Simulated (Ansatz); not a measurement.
A plane-wave DFT run in Ansatz 0.2.0 (scalar-relativistic PAW potentials unless the input names others): input and command.

```yaml
crystal:
  lattice:
    - [-3.3035, 3.3035, 2.991]
    - [3.3035, -3.3035, 2.991]
    - [3.3035, 3.3035, -2.991]
  atoms:
    - { symbol: Zr, position: [0.75, 0.25, 0.5] }
    - { symbol: Zr, position: [0.0, 0.0, 0.0] }
    - { symbol: Si, position: [0.25, 0.75, 0.5] }
    - { symbol: Si, position: [0.5, 0.5, 0.0] }
    - { symbol: O, position: [0.1364, 0.3203, 0.8161] }
    - { symbol: O, position: [0.0703, 0.7542, 0.6839] }
    - { symbol: O, position: [0.5042, 0.3203, 0.1839] }
    - { symbol: O, position: [0.0703, 0.3864, 0.3161] }
    - { symbol: O, position: [0.6136, 0.9297, 0.6839] }
    - { symbol: O, position: [0.6797, 0.8636, 0.1839] }
    - { symbol: O, position: [0.2458, 0.9297, 0.3161] }
    - { symbol: O, position: [0.6797, 0.4958, 0.8161] }
basis:
  ecutwfc: "18.4 Ry"
kpoints:
  mp_grid: { grid: [6, 6, 6] }
hamiltonian:
  xc: r2scan
scf:
  occupations: { method: gaussian, width: 0.02 }
output:
  forces: true
  eigenvalues: true
  stress: true
```

```bash
ansatz run input.yaml --threads 2 --pin off --max-ram 5120MiB --backend cpu --events-out ev --progress --plain --runs-dir out
```

Abridged log:
```
Warning: basis.ecutwfc = 250.34475346 eV is below the records' recommended 500 eV, and the density's cutoff is lower with it unless basis.ecutrho_ratio is high enough to keep the records' density cutoff: compare with a run at a higher cutoff
Basis set: ecut = 250.34475346 eV, 1167 PW (Γ), exchange–correlation on 120×120×120 points (64 copies of the dense FFT grid, shifted against one another)
Bands: 52, of which v1, the nominal top of the filled ones, is band 40 counted from 1 (39 counted from 0)
Symmetry: 16 space group operations
k-points: 30 of 216
SCF iter   1: F=—  HF=-14222.107385 eV  |F-HF|=—  |Δ(HF+E_count)|=         —  Δρ=5.50e-2  dr2=9.82e-1  dr2_τ=7.65e-1  ethr=1.77e-3  ⟨swp⟩=6.4  Hψ=6396  notcnv=0  defer=13
SCF iter   2: F=—  HF=-14222.375961 eV  |F-HF|=—  |Δ(HF+E_count)|=   2.69e-1  Δρ=2.35e-2  dr2=2.22e-1  dr2_τ=7.46e-2  ethr=1.23e-3  ⟨swp⟩=2.0  Hψ=2722  notcnv=0  defer=158
SCF iter   3: F=—  HF=-14222.384605 eV  |F-HF|=—  |Δ(HF+E_count)|=   8.64e-3  Δρ=8.97e-3  dr2=2.42e-2  dr2_τ=1.38e-2  ethr=2.78e-4  ⟨swp⟩=2.4  Hψ=2333  notcnv=0  defer=68
automatic band count: iteration 3 solves 49 bands in place of 52: the levels show a gap, and the empty bands left out lie too high to hold charge; the band table lists the bands solved (type scf.n_extra_bands for more)
SCF iter   4: F=—  HF=-14222.389798 eV  |F-HF|=—  |Δ(HF+E_count)|=   5.19e-3  Δρ=6.21e-4  dr2=3.07e-4  dr2_τ=7.21e-5  ethr=3.03e-5  ⟨swp⟩=2.0  Hψ=2354  notcnv=0  defer=68
SCF iter   5: F=—  HF=-14222.389871 eV  |F-HF|=—  |Δ(HF+E_count)|=   7.30e-5  Δρ=1.11e-4  dr2=1.32e-5  dr2_τ=1.20e-6  ethr=3.84e-7  ⟨swp⟩=2.0  Hψ=2309  notcnv=0  defer=68
SCF iter   6: F=—  HF=-14222.389876 eV  |F-HF|=—  |Δ(HF+E_count)|=   4.77e-6  Δρ=2.01e-5  dr2=4.98e-7  dr2_τ=3.70e-8  ethr=1.65e-8  ⟨swp⟩=2.5  Hψ=2672  notcnv=0  defer=68
SCF iter   7: F=-14222.389876 eV  HF=-14222.389876 eV  |F-HF|=7.85e-9  |Δ(HF+E_count)|=   1.03e-7  Δρ=3.71e-6  dr2=1.92e-8  dr2_τ=1.66e-9  ethr=1.25e-10  ⟨swp⟩=9.0  Hψ=5726  notcnv=0
SCF 1 converged in 7 iterations: F = -14222.389876 eV  dr2 = 1.92e-8
SCF converged after 7 iterations
Free energy (F): -14222.389876 eV
Harris-Foulkes:  -14222.389876 eV  (|F-HF|=7.85e-9)
Internal energy: -14222.389876 eV  (E = F + TS)
E sigma→0 (E₀):  -14222.389876 eV
Fermi energy:    10.374418 eV
--- Forces (eV/Å), atoms counted from 1 ---
  atom   1  Zr     0.00000000     0.00000000     0.00000000
  atom   2  Zr     0.00000000     0.00000000     0.00000000
  atom   3  Si     0.00000000     0.00000000     0.00000000
  atom   4  Si     0.00000000     0.00000000     0.00000000
  atom   5  O      0.00000000    -0.54155086    -0.02369273
  atom   6  O      0.54155086     0.00000000    -0.02369273
  atom   7  O      0.00000000     0.54155086    -0.02369273
  atom   8  O     -0.54155086     0.00000000    -0.02369273
  atom   9  O      0.00000000     0.54155086     0.02369273
  atom  10  O      0.54155086     0.00000000     0.02369273
  atom  11  O      0.00000000    -0.54155086     0.02369273
  atom  12  O     -0.54155086     0.00000000     0.02369273
--- Stress (GPa, compression-positive) ---
        0.128515       0.000000       0.000000
        0.000000       0.128515       0.000000
        0.000000       0.000000       2.682729
  P = ⅓ Tr σ = 0.9799 GPa (9.799 kbar)
```

Apart from outputs and empty bands, the input differs from a reference run on usual settings in hamiltonian.xc: "pbe" → "r2scan"; basis.ecutwfc: 420 → "18.4 Ry". The reference, at the same geometry (not necessarily relaxed), gave pressure 6.68 GPa, largest force 0.327 eV/Å, gap on the mesh 4.74 eV. This run converged in 7 SCF iterations (reference: 6) with a total energy on another zero, pressure 0.98 GPa, largest force 0.542 eV/Å, gap on the mesh 5.23 eV. Its cutoff is looser than usual. The Hamiltonian differs as well, so the change in the result can't be put down to that alone.

It took 2.1 s on 2 threads of AMD EPYC 9B45 (Zen 5), on a shared host, peak memory 0.56 GiB.